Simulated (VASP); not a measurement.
Calculation: LDA (Ceperley-Alder, Perdew-Zunger), VASP's LDA PAW potentials (set 64) (plane waves; VASP).

The input files of a VASP run:

File POSCAR:
```
ZrO2
1
    0.0000000000     2.5161928677     2.5161928677
    2.5161928677     0.0000000000     2.5161928677
    2.5161928677     2.5161928677     0.0000000000
Zr O
1 2
Direct
  0.0000000000   0.0000000000   0.0000000000
  0.2500000000   0.2500000000   0.2500000000
  0.7500000000   0.7500000000   0.7500000000
```

### INCAR
```
ALGO  =  Normal
EDIFF  =  1E-7
ENCUT  =  520
ICHARG  =  11
ISMEAR  =  0
LASPH  =  T
LCHARG  =  F
LMAXMIX  =  4
LORBIT  =  11
LREAL  =  F
LWAVE  =  F
NELM  =  100
PREC  =  Accurate
SIGMA  =  0.05
SYSTEM  =  ZrO2
```

File KPOINTS:
```
k-points along high-symmetry lines
15
Line-mode
Reciprocal
  0.000000   0.000000   0.000000 ! GAMMA
  0.500000   0.000000   0.500000 ! X

  0.500000   0.000000   0.500000 ! X
  0.625000   0.250000   0.625000 ! U

  0.375000   0.375000   0.750000 ! K
  0.000000   0.000000   0.000000 ! GAMMA

  0.000000   0.000000   0.000000 ! GAMMA
  0.500000   0.500000   0.500000 ! L

  0.500000   0.500000   0.500000 ! L
  0.500000   0.250000   0.750000 ! W

  0.500000   0.250000   0.750000 ! W
  0.500000   0.000000   0.500000 ! X
```

POTCAR, in this order: Zr_sv O (LDA.64 set). Program: vasp_std. Read from the step before: CHGCAR.

What VASP printed:

OSZICAR:
```
       N       E                     dE             d eps       ncg     rms          rms(c)
DAV:   1     0.182512827307E+03    0.18251E+03   -0.14758E+04  2880   0.155E+03
DAV:   2    -0.230712020876E+02   -0.20558E+03   -0.20222E+03  3792   0.384E+02
DAV:   3    -0.307965900724E+02   -0.77254E+01   -0.77153E+01  4320   0.718E+01
DAV:   4    -0.309767840250E+02   -0.18019E+00   -0.18014E+00  3864   0.852E+00
DAV:   5    -0.309800420773E+02   -0.32581E-02   -0.32580E-02  4000   0.880E-01
DAV:   6    -0.309800805132E+02   -0.38436E-04   -0.38436E-04  3752   0.867E-02
DAV:   7    -0.309800808662E+02   -0.35308E-06   -0.35307E-06  4192   0.834E-03
DAV:   8    -0.309800808715E+02   -0.52132E-08   -0.52123E-08  2952   0.859E-04
   1 F= -.30980081E+02 E0= -.30980081E+02  d E =-.525414E-20
```

### OUTCAR
```
 val. band max:        7.3381822155   @ k =   0.5000   0.0000   0.5000

 cond. band min:      10.6572361430   @ k =   0.0000   0.0000   0.0000



 k-point     1 :       0.0000    0.0000    0.0000
  band No.  band energies     occupation
      1     -40.2429      2.00000
      2     -18.2335      2.00000
      3     -18.2335      2.00000
      4     -18.2335      2.00000
      5     -10.7533      2.00000
      6      -7.9535      2.00000
      7       1.8497      2.00000
      8       1.8497      2.00000
      9       1.8497      2.00000
     10       6.7842      2.00000
     11       6.7842      2.00000
     12       6.7842      2.00000
     13      10.6572      0.00000
     14      10.6572      0.00000
     15      13.9797      0.00000
     16      17.1486      0.00000

 k-point     2 :       0.0357    0.0000    0.0357
  band No.  band energies     occupation
      1     -40.2419      2.00000
      2     -18.2469      2.00000
      3     -18.2362      2.00000
      4     -18.2362      2.00000
      5     -10.7246      2.00000
      6      -7.9754      2.00000
      7       1.8661      2.00000
      8       1.8661      2.00000
      9       1.9058      2.00000
     10       6.6535      2.00000
     11       6.7893      2.00000
     12       6.7893      2.00000
     13      10.6727      0.00000
     14      10.7228      0.00000
     15      14.0437      0.00000
     16      17.0902      0.00000

 k-point     3 :       0.0714    0.0000    0.0714
  band No.  band energies     occupation
      1     -40.2390      2.00000
      2     -18.2857      2.00000
      3     -18.2442      2.00000
      4     -18.2442      2.00000
      5     -10.6396      2.00000
      6      -8.0388      2.00000
      7       1.9152      2.00000
      8       1.9152      2.00000
      9       2.0715      2.00000
     10       6.2989      2.00000
     11       6.8029      2.00000
     12       6.8029      2.00000
     13      10.7187      0.00000
     14      10.8878      0.00000
...
```

The density is held fixed in this step, so its total energy and stress have no physical meaning.

The compound is ZrO2 in the fluorite structure, the high-temperature cubic form, which is unstable at 0 K; the monoclinic form is the stable one. It was relaxed first.
